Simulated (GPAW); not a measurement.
# free-standing triangular Re monolayer, spacing 2.74 A: a list in the functional

How far do the magnetic results of free-standing triangular Re monolayer, spacing 2.74 A hang on the functional?

Program: GPAW 26.7.0. Level of theory: several functionals; plane waves with GPAW's PAW setups, scalar-relativistic. Results are calculated unless marked as measured.

Most raw output is cut from this account.

### 1. The structure

The cell holds 1 atom: 1 Re. Cell: a = 2.740 Å, b = 2.740 Å, c = 14.000 Å, α = 90.0°, β = 90.0°, γ = 120.0°. model lattice. Vacuum lies along c.

### 2. Set 1 (LDA), start ferro +

Each set takes another functional on the same cell and mesh.

Contents of order1.py:

```python
import json
import numpy as np
from ase import Atoms
from ase.parallel import paropen, parprint
from gpaw import GPAW

atoms = Atoms(['Re'],
    cell=[[2.74, 0.0, 0.0],
         [-1.37, 2.37291, 0.0],
         [0.0, 0.0, 14.0]],
    scaled_positions=[[0.0, 0.0, 0.5]],
    pbc=True,
    magmoms=[1.0])
atoms.calc = GPAW(mode={'name': 'pw', 'ecut': 550},
    xc='LDA',
    kpts={'size': (12, 12, 1), 'gamma': True},
    occupations={'name': 'fermi-dirac', 'width': 0.1},
    convergence={'density': 1e-05, 'energy': 1e-05},
    maxiter=200,
    txt='order1.txt')
e = atoms.get_potential_energy(force_consistent=True)
res = {'free_energy': e, 'energy_sigma0': atoms.get_potential_energy(), 'fermi_energy': atoms.calc.get_fermi_level()}
res['moments'] = atoms.get_magnetic_moments().tolist()
res['total'] = atoms.get_magnetic_moment()
parprint('site moments (muB):', np.round(res['moments'], 3))
parprint(f"total moment: {res['total']:.3f} muB")
parprint(f'free energy: {e:.6f} eV')
atoms.calc.write('order1.gpw')
with paropen('results.json', 'w') as f:
    json.dump(res, f)
```

Command:

```console
OMP_NUM_THREADS=1 python3 order1.py > order1.log
```

Wall time 35 s (1 MPI rank of Arm Neoverse V2, shared host); peak memory 0.22 GiB.

This step gave:

- final state: non-magnetic

After 14 cycles the seed has died away: no moment is left.

### 3. Set 1 (LDA), start antiferro q=(0,1/2,0) +-

The second start gives the energy difference between the two end states, the quantity that is followed from set to set. Its q is in fractions of the reciprocal vectors of the first run's cell.

order2.py is the script of step 2 with these lines changed:

```diff
@@ -6,12 +6,13 @@
 
-atoms = Atoms(['Re'],
+atoms = Atoms(['Re', 'Re'],
     cell=[[2.74, 0.0, 0.0],
-         [-1.37, 2.37291, 0.0],
+         [-2.74, 4.74582, 0.0],
          [0.0, 0.0, 14.0]],
-    scaled_positions=[[0.0, 0.0, 0.5]],
+    scaled_positions=[[0.0, 0.0, 0.5],
+         [0.0, 0.5, 0.5]],
     pbc=True,
-    magmoms=[1.0])
+    magmoms=[1.0, -1.0])
 atoms.calc = GPAW(mode={'name': 'pw', 'ecut': 550},
     xc='LDA',
-    kpts={'size': (12, 12, 1), 'gamma': True},
+    kpts={'size': (12, 6, 1), 'gamma': True},
     occupations={'name': 'fermi-dirac', 'width': 0.1},
@@ -19,3 +20,3 @@
     maxiter=200,
-    txt='order1.txt')
+    txt='order2.txt')
 e = atoms.get_potential_energy(force_consistent=True)
@@ -27,3 +28,3 @@
 parprint(f'free energy: {e:.6f} eV')
-atoms.calc.write('order1.gpw')
+atoms.calc.write('order2.gpw')
 with paropen('results.json', 'w') as f:
```

Command:

```console
OMP_NUM_THREADS=1 python3 order2.py > order2.log
```

It took 2.8 min on 1 MPI rank; peak memory 0.37 GiB.

Read from the output:

- magnetization: 0 μB
- final state: antiferromagnetic
- largest moment: 0.4404 μB

This start lies -0.4 meV a seeded atom from the first; its largest moment is 0.440 μB.

### 4. Set 2 (PBEsol), start ferro +

order1.py is the script of step 2 with these lines changed:

```diff
@@ -14,3 +14,3 @@
 atoms.calc = GPAW(mode={'name': 'pw', 'ecut': 550},
-    xc='LDA',
+    xc='PBEsol',
     kpts={'size': (12, 12, 1), 'gamma': True},
```

Command:

```console
OMP_NUM_THREADS=1 python3 order1.py > order1.log
```

Wall time 1.2 s (1 MPI rank); peak memory 0.1 GiB.

The program refused the input before any cycle.

The program's message: “FileNotFoundError: Could not find required PAW dataset file "Re.PBEsol".”

### 5. Set 2 (PBEsol), start antiferro q=(0,1/2,0) +-

order2.py is the script of step 3 with these lines changed:

```diff
@@ -15,3 +15,3 @@
 atoms.calc = GPAW(mode={'name': 'pw', 'ecut': 550},
-    xc='LDA',
+    xc='PBEsol',
     kpts={'size': (12, 6, 1), 'gamma': True},
```

Command:

```console
OMP_NUM_THREADS=1 python3 order2.py > order2.log
```

It took 1.2 s on 1 MPI rank; peak memory 0.1 GiB.

The program refused the input before any cycle.

The program's message: “FileNotFoundError: Could not find required PAW dataset file "Re.PBEsol".”

### 6. Set 3 (PBE), start ferro +

order1.py is the script of step 4 with these lines changed:

```diff
@@ -14,3 +14,3 @@
 atoms.calc = GPAW(mode={'name': 'pw', 'ecut': 550},
-    xc='PBEsol',
+    xc='PBE',
     kpts={'size': (12, 12, 1), 'gamma': True},
```

Command:

```console
OMP_NUM_THREADS=1 python3 order1.py > order1.log
```

Run time: 53 s. Hardware: 1 MPI rank; peak memory 0.23 GiB.

Read from the output:

| Quantity | Value |
| --- | --- |
| magnetization | 0.8217 μB |
| final state | ferromagnetic |
| largest moment | 0.6265 μB |

The largest moment moves by +0.63 μB from set 1, at 1.5 times its CPU time.

### 7. Set 3 (PBE), start antiferro q=(0,1/2,0) +-

order2.py is the script of step 5 with these lines changed:

```diff
@@ -15,3 +15,3 @@
 atoms.calc = GPAW(mode={'name': 'pw', 'ecut': 550},
-    xc='PBEsol',
+    xc='PBE',
     kpts={'size': (12, 6, 1), 'gamma': True},
```

Command:

```console
OMP_NUM_THREADS=1 python3 order2.py > order2.log
```

Elapsed: 2.6 min, on 1 MPI rank; peak memory 0.38 GiB.

Numbers from this step:

```yaml
magnetization: 0 μB
final_state: antiferromagnetic
largest_moment: 1.043 μB
```

This start lies -68.0 meV a seeded atom from the first, a change of -67.6 meV since set 1; its largest moment is 1.04 μB.

### 8. Set 4 (RPBE), start ferro +

order1.py is the script of step 6 with these lines changed:

```diff
@@ -14,3 +14,3 @@
 atoms.calc = GPAW(mode={'name': 'pw', 'ecut': 550},
-    xc='PBE',
+    xc='RPBE',
     kpts={'size': (12, 12, 1), 'gamma': True},
```

Command:

```console
OMP_NUM_THREADS=1 python3 order1.py > order1.log
```

It took 46 s on 1 MPI rank; peak memory 0.23 GiB.

Read from the output:

```
magnetization  : 0.9709 μB
final state    : ferromagnetic
largest moment : 0.7369 μB
```

The largest moment moves by +0.11 μB from set 3, at 0.87 times its CPU time.

### 9. Set 4 (RPBE), start antiferro q=(0,1/2,0) +-

order2.py is the script of step 7 with these lines changed:

```diff
@@ -15,3 +15,3 @@
 atoms.calc = GPAW(mode={'name': 'pw', 'ecut': 550},
-    xc='PBE',
+    xc='RPBE',
     kpts={'size': (12, 6, 1), 'gamma': True},
```

Command:

```console
OMP_NUM_THREADS=1 python3 order2.py > order2.log
```

Elapsed: 2.8 min, on 1 MPI rank; peak memory 0.38 GiB.

Read from the output:

```
magnetization  : 0 μB
final state    : antiferromagnetic
largest moment : 1.150 μB
```

This start lies -89.3 meV a seeded atom from the first, a change of -21.3 meV since set 3; its largest moment is 1.15 μB.

### 10. Set 5 (BLYP), start ferro +

order1.py is the script of step 8 with these lines changed:

```diff
@@ -14,3 +14,3 @@
 atoms.calc = GPAW(mode={'name': 'pw', 'ecut': 550},
-    xc='RPBE',
+    xc='BLYP',
     kpts={'size': (12, 12, 1), 'gamma': True},
```

Command:

```console
OMP_NUM_THREADS=1 python3 order1.py > order1.log
```

Elapsed: 1.2 s, on 1 MPI rank; peak memory 0.1 GiB.

The program refused the input before any cycle.

The program's message: “FileNotFoundError: Could not find required PAW dataset file "Re.BLYP".”

### 11. Set 5 (BLYP), start antiferro q=(0,1/2,0) +-

order2.py is the script of step 9 with these lines changed:

```diff
@@ -15,3 +15,3 @@
 atoms.calc = GPAW(mode={'name': 'pw', 'ecut': 550},
-    xc='RPBE',
+    xc='BLYP',
     kpts={'size': (12, 6, 1), 'gamma': True},
```

Command:

```console
OMP_NUM_THREADS=1 python3 order2.py > order2.log
```

Run time: 1.4 s. Hardware: 1 MPI rank; peak memory 0.1 GiB.

The program refused the input before any cycle.

The program's message: “FileNotFoundError: Could not find required PAW dataset file "Re.BLYP".”

### 12. Side by side

List, by row:

```
set  functional  state from the first start  state from the second start  second less first (meV a seeded atom)  moment, first (μB)  moment, second (μB)  CPU time (s)
   1         LDA                non-magnetic            antiferromagnetic                                -0.3612                   0               0.4404         204.1
   3         PBE               ferromagnetic            antiferromagnetic                                 -67.99              0.6265                1.043         209.4
   4        RPBE               ferromagnetic            antiferromagnetic                                 -89.32              0.7369                 1.15         212.3
```

### 13. What came out

```
range of the moment in the table, second start : 0.440 to 1.15 μB
range of CPU time                              : 3.4 min to 3.5 min
range of the energy difference                 : -89.3 to -0.361 meV a seeded atom
```

**Reading.** For the second start the functionals give moments from 0.440 to 1.15 μB and energy differences from -89.3 to -0.361 meV a seeded atom, a spread that no finer setting would remove; all use the same cell, so differences in their own lattice constants don't enter. The other start's moment moves more, from 0 to 0.737 μB. Sets 2 and 5 gave no pair of finished runs and are missing from the table. Not all sets end in the same states, so some differences compare unlike states.

[Logs and program files are shortened in this print: banners, set-up blocks, solver, clock and traceback lines can be left out without a mark of their own.]

[Logs are printed without paths, hosts, clocks, repeated set-up lines and the standing remarks that a program may print on its own settings, such as how far it seeks lower states.]

[Hosts, paths, dates, database ids (printed as entryN), source tags and the programs' standing remarks are cut or masked in the printed files.]

[Where a cell is said to come from a database of computed structures, the database is the Materials Project.]
